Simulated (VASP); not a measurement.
# WC (P-6m2) in VASP: elastic constants with LDA

Aim: the elastic constants of WC with LDA.

All numbers are computed with VASP 6.6.1; they aren't measurements. Logs are shortened: lines on timing, memory, paths and dates and some standing lists are left out, and cuts for length are marked.

## (1) Starting point

Symmetry: P-6m2, No. 187, hexagonal system. Conventional cell: a = 2.907 Å, b = 2.907 Å, c = 2.837 Å, α = 90.00°, β = 90.00°, γ = 120.00°. Around W (site symmetry -6m2) lie 6 C at 2.20 Å. Around C (site symmetry -6m2) lie 6 W at 2.20 Å.

## (2) Elastic constants, LDA

POSCAR reads:

```
WC
1.0
    2.9065000000      0.0000000000      0.0000000000
   -1.4532500000      2.5171028400      0.0000000000
    0.0000000000      0.0000000000      2.8366000000
W C
1 1
Direct
    0.0000000000      0.0000000000      0.0000000000
    0.6666666700      0.3333333300      0.5000000000
```

INCAR.step1 reads:

```
ALGO = Normal
EDIFF = 1E-8
EDIFFG = -0.002
ENCUT = 600
IBRION = 2
ISIF = 3
ISMEAR = 0
LASPH = T
LCHARG = F
LREAL = F
LWAVE = F
NELM = 80
NSW = 40
PREC = Accurate
SIGMA = 0.1
```

INCAR.step2 reads:

```
ALGO = Normal
EDIFF = 1E-8
ENCUT = 600
IBRION = 6
ISIF = 3
ISMEAR = 0
LASPH = T
LCHARG = F
LREAL = F
LWAVE = F
NELM = 80
NFREE = 2
NSW = 1
POTIM = 0.015
PREC = Accurate
SIGMA = 0.1
```

KPOINTS reads:

```
k-points
0
Gamma
  13 13 10
```

Potentials or basis: VASP PAW LDA potentials, release 64 (W_sv, C).

On the command line:

```console
$ cat potpaw_LDA.64/W_sv/POTCAR potpaw_LDA.64/C/POTCAR > POTCAR
$ cp INCAR.step1 INCAR
$ mpirun -np 1 vasp_std > vasp.out
$ cp CONTCAR POSCAR
$ cp INCAR.step2 INCAR
$ mpirun -np 1 vasp_std > vasp.out
```

OUTCAR:

```text
EDIFF = 1E-8
   ENCUT = 600
   IBRION = 6
   ISIF = 3
   ISMEAR = 0
   LASPH = T
   LREAL = F
   NELM = 80
   NFREE = 2
   NSW = 1
   POTIM = 0.015
   PREC = Accurate

 ion  position               nearest neighbor table
   1  0.000  0.000  0.000-   2 2.18   2 2.18   2 2.18   2 2.18   2 2.18   2 2.18
   2  0.667  0.333  0.500-   1 2.18   1 2.18   1 2.18   1 2.18   1 2.18   1 2.18

  LATTYP: Found a hexagonal cell.
 ALAT       =     2.8900628163
 C/A-ratio  =     0.9748110765

  Lattice vectors:

 A1 = (   2.8900628163,   0.0000000000,   0.0000000000)
 A2 = (  -1.4450314081,   2.5028678213,   0.0000000000)
 A3 = (   0.0000000000,   0.0000000000,   2.8172652450)

Analysis of symmetry for initial positions (statically):
=====================================================================
 Subroutine PRICEL returns:
 Original cell was already a primitive cell.

 Routine SETGRP: Setting up the symmetry group for a
 hexagonal supercell.

 Subroutine GETGRP returns: Found 12 space group operations
 (whereof 12 operations were pure point group operations)
 out of a pool of 24 trial point group operations.

The static configuration has the point symmetry D_3h.

Analysis of symmetry for dynamics (positions and initial velocities):
=====================================================================
 Subroutine PRICEL returns:
 Original cell was already a primitive cell.

 Routine SETGRP: Setting up the symmetry group for a
 hexagonal supercell.

 Subroutine GETGRP returns: Found 12 space group operations
 (whereof 12 operations were pure point group operations)
 out of a pool of 24 trial point group operations.

The dynamic configuration has the point symmetry D_3h.

 Subroutine INISYM returns: Found 12 space group operations
 (whereof 12 operations are pure point group operations),
 and found     1 'primitive' translations

----------------------------------------------------------------------------------------

                                     Primitive cell

  volume of cell :      20.3785

  direct lattice vectors                    reciprocal lattice vectors
     2.890062816  0.000000000  0.000000000     0.346013240  0.199770837  0.000000000
    -1.445031408  2.502867821  0.000000000     0.000000000  0.399541674  0.000000000
     0.000000000  0.000000000  2.817265245     0.000000000  0.000000000  0.354954153

  length of vectors
     2.890062816  2.890062820  2.817265245     0.399541675  0.399541674  0.354954153

  position of ions in fractional coordinates (direct lattice)
     0.000000000  0.000000000  0.000000000
     0.666666670  0.333333330  0.500000000

  ion indices of the primitive-cell ions
   primitive index   ion index
                 1           1
                 2           2

----------------------------------------------------------------------------------------

 KPOINTS: k-points

Automatic generation of k-mesh.
 Grid dimensions read from file:
 generate k-points for:   13   13   10

 Generating k-lattice:

  Cartesian coordinates                     Fractional coordinates (reciprocal lattice)
     0.026616403  0.015366987  0.000000000     0.076923077  0.000000000  0.000000000
     0.000000000  0.030733975  0.000000000     0.000000000  0.076923077  0.000000000
[... 116 lines left out ...]
  -------------------------------------------------------------------------------------
  Total       -0.0003165     -0.0003165      0.0014898      0.0000000     -0.0000000      0.0000000
  in kB       -0.0248845     -0.0248845      0.1171309      0.0000000     -0.0000000      0.0000000
  external PRESSURE =       0.0224540 kB  Pullay stress =       0.0000000 kB
[... 89 lines left out ...]
  FREE ENERGIE OF THE ION-ELECTRON SYSTEM (eV)
  ---------------------------------------------------
  free  energy   TOTEN  =       -24.6911315754 eV

  energy  without entropy=      -24.6892091984  energy(sigma->0) =      -24.69017039

[... ionic steps 4 to 18 ...]

--------------------------------------- Ionic step       19  -------------------------------------------

 number of electron      18.0000000 magnetization

------------------------ aborting loop because EDIFF is reached ----------------------------------------
[... 67 lines left out ...]
--------------------------------------- Ionic step       21  -------------------------------------------

 number of electron      18.0000001 magnetization

 Free energy of the ion-electron system (eV)
  ---------------------------------------------------
  ext. energy  EPLUGINS =         0.00000000
  ---------------------------------------------------
  free energy    TOTEN  =       -24.70073582 eV

  energy without entropy =      -24.69890099  energy(sigma->0) =      -24.69981840

 E-fermi :  11.3024     XC(G=0): -14.0776

 val. band max:       11.2543266297   @ k =   0.4615   0.0769   0.4000
 cond. band min:      11.3224641298   @ k =  -0.0000   0.4615   0.4000
 fundamental gap:      0.0681375001
 Fermi energy:        11.3024179387

 k-point     1 :       0.0000    0.0000    0.0000
  band No.  band energies     occupation
      1     -62.2511      2.00000
      2     -26.4939      2.00000
      3     -26.3835      2.00000
      4     -26.3835      2.00000
      5      -3.1659      2.00000
      6       6.8214      2.00000
      7       7.8275      2.00000
      8       7.8275      2.00000
      9      11.3895      0.21830
     10      14.5172      0.00000
     11      14.5172      0.00000
     12      16.9627      0.00000
     13      16.9627      0.00000
[... 354 lines left out ...]
  band No.  band energies     occupation
      1     -62.2327      2.00000
      2     -26.5781      2.00000
      3     -26.5449      2.00000
      4     -26.4215      2.00000
      5      -2.3187      2.00000
      6       6.6795      2.00000
      7       7.4362      2.00000
      8       8.4632      2.00000
      9       9.8292      2.00000
     10      13.4943      0.00000
     11      15.1173      0.00000
     12      16.8141      0.00000
     13      17.2409      0.00000

 [... further k-points ...]

------------------------ aborting loop because EDIFF is reached ----------------------------------------

  FORCE on cell =-STRESS in cart. coord.  units (eV):
  Direction    XX          YY          ZZ          XY          YZ          ZX
  --------------------------------------------------------------------------------------
  -------------------------------------------------------------------------------------
  Total        0.0054982      0.0054982      0.0123399      0.0000000      0.0000000      0.0000000
  in kB        0.4322733      0.4322733      0.9701712      0.0000000      0.0000000      0.0000000
  external PRESSURE =       0.6115726 kB  Pullay stress =       0.0000000 kB
[... 17 lines left out ...]
  FREE ENERGIE OF THE ION-ELECTRON SYSTEM (eV)
  ---------------------------------------------------
  free  energy   TOTEN  =       -24.7007358180 eV

  energy  without entropy=      -24.6989009874  energy(sigma->0) =      -24.69981840

 INTERNAL STRAIN TENSORS FROM STRAINED CELLS
 ============================================

 INTERNAL STRAIN TENSOR FOR ION    1 for displacements in x,y,z  (eV/Angst):
          X           Y           Z          XY          YZ          ZX
  --------------------------------------------------------------------------------
  x     0.00000     0.00000    -0.00000     6.48139    -0.00000     0.00000
  y     6.45873    -6.45682     0.00000    -0.00015    -0.00015     0.00019
  z     0.00000     0.00000     0.00000     0.00000     0.00578     0.00000

 INTERNAL STRAIN TENSORS FROM DISPLACED ATOMS
 ============================================

 INTERNAL STRAIN TENSOR FOR ION    1 for displacements in x,y,z  (eV/Angst):
          X           Y           Z          XY          YZ          ZX
  --------------------------------------------------------------------------------
  x     0.00000     0.00000     0.00000     6.66245     0.00000     0.00000
  y     6.66245    -6.66245     0.00000    -0.00000     0.00000     0.00000
  z     0.00000     0.00000     0.00000     0.00000     0.00000     0.00000

 INTERNAL STRAIN TENSOR FOR ION    2 for displacements in x,y,z  (eV/Angst):
          X           Y           Z          XY          YZ          ZX
  --------------------------------------------------------------------------------
  x     0.00000     0.00000     0.00000    -6.66819     0.00000     0.00000
  y    -6.66819     6.66819     0.00000    -0.00000     0.00000     0.00000
  z     0.00000     0.00000     0.00000     0.00000     0.00000     0.00000

 Eigenvectors and eigenvalues of the dynamical matrix
 ----------------------------------------------------

   1 f  =   18.528851 THz   116.420203 2PiTHz  618.055934 cm-1    76.629135 meV
             X         Y         Z           dx          dy          dz
      0.000000  0.000000  0.000000     0.000000   -0.247618   -0.000000
      1.445031  0.834289  1.408633     0.000000    0.968858    0.000000
[... 21 lines left out ...]
   6 f/i=    0.000811 THz     0.005096 2PiTHz    0.027056 cm-1     0.003354 meV
             X         Y         Z           dx          dy          dz
      0.000000  0.000000  0.000000     0.000000   -0.000000    0.968842
      1.445031  0.834289  1.408633     0.000000    0.000000    0.247681

--------------------------------------------------------------------------------------------------------

 ELASTIC MODULI CONTR FROM IONIC RELAXATION (kBar)
 Direction    XX          YY          ZZ          XY          YZ          ZX
 --------------------------------------------------------------------------------
 XX        -220.5568    220.5568      0.0000     -0.0000      0.0000      0.0000
 YY         220.5568   -220.5568      0.0000      0.0000      0.0000      0.0000
 ZZ           0.0000      0.0000      0.0000      0.0000      0.0000      0.0000
 XY          -0.0000      0.0000      0.0000   -220.5568      0.0000      0.0000
 YZ           0.0000      0.0000      0.0000      0.0000      0.0000      0.0000
 ZX           0.0000      0.0000      0.0000      0.0000      0.0000      0.0000
 --------------------------------------------------------------------------------

 TOTAL ELASTIC MODULI (kBar)
 Direction    XX          YY          ZZ          XY          YZ          ZX
 --------------------------------------------------------------------------------
 XX        7287.4103   2831.5901   1934.9586     -0.0000      0.0000      0.0000
 YY        2831.5901   7287.4104   1934.9586      0.0000     -0.0000      0.0000
 ZZ        1934.9586   1934.9586  10096.0548      0.0000     -0.0000      0.0000
 XY          -0.0000      0.0000      0.0000   2227.9101      0.0000      0.0000
 YZ          -0.0000      0.0000      0.0000      0.0000   3272.8084      0.0000
 ZX           0.0000      0.0000      0.0000      0.0000      0.0000   3272.8085
 --------------------------------------------------------------------------------
```

Wall time 12 min (1 thread of Intel Xeon 6975P-C (Granite Rapids), shared host); peak memory 0.41 GiB.

Results:

- Relaxed volume: 10.19 Å³/atom
- Relaxed cell: a = 2.890 Å, b = 2.890 Å, c = 2.817 Å, α = 90.00°, β = 90.00°, γ = 120.00°
- Space group after relaxing (to 0.05 Å): P-6m2 (No. 187)
- Voigt bulk modulus: 423 GPa
- Highest phonon frequency at Γ, LO-TO splitting left out: 618 cm⁻¹

The path:
```tsv
step	energy change (eV)	largest force (eV/Å)	pressure (GPa)	volume (Å³)
1	0.0000	0.0000	-7.45	20.75
2	0.0706	0.0000	25.05	19.34
3	-0.0089	0.0000	-0.19	20.39
4	-0.0089	0.0000	-0.04	20.38
5	-0.0089	0.0000	0.12	20.37
6	-0.0089	0.0000	-0.31	20.39
7	-0.0089	0.0000	-0.05	20.38
8	-0.0089	0.0000	-0.05	20.38
9	-0.0089	0.0000	0.04	20.38
10	-0.0089	0.0000	-0.04	20.38
11	-0.0089	0.0000	0.05	20.38
12	-0.0089	0.0000	0.00	20.38
```

Final structure:
```
W C
1.0
     2.89006    0.00000    0.00000
    -1.44503    2.50287    0.00000
     0.00000    0.00000    2.81727
W C
1 1
Direct
  0.00000 0.00000 0.00000
  0.66667 0.33333 0.50000
```

Phonon frequencies in cm⁻¹ (negative: imaginary):
```tsv
q point	frequencies
(0.000, 0.000, 0.000)	0 0 0 596 618 618
```

Elastic tensor in Voigt notation (GPa, in the Cartesian axes of the cell as first typed):
```
 729  283  193    0    0    0
 283  729  193    0    0    0
 193  193 1010    0    0    0
   0    0    0  327    0    0
   0    0    0    0  327    0
   0    0    0    0    0  223
```

Clamped-ion elastic tensor (GPa):
```
 751  261  193    0    0    0
 261  751  193    0    0    0
 193  193 1010    0    0    0
   0    0    0  327    0    0
   0    0    0    0  327    0
   0    0    0    0    0  245
```

Spin-orbit coupling is left out, which matters for the levels of W.
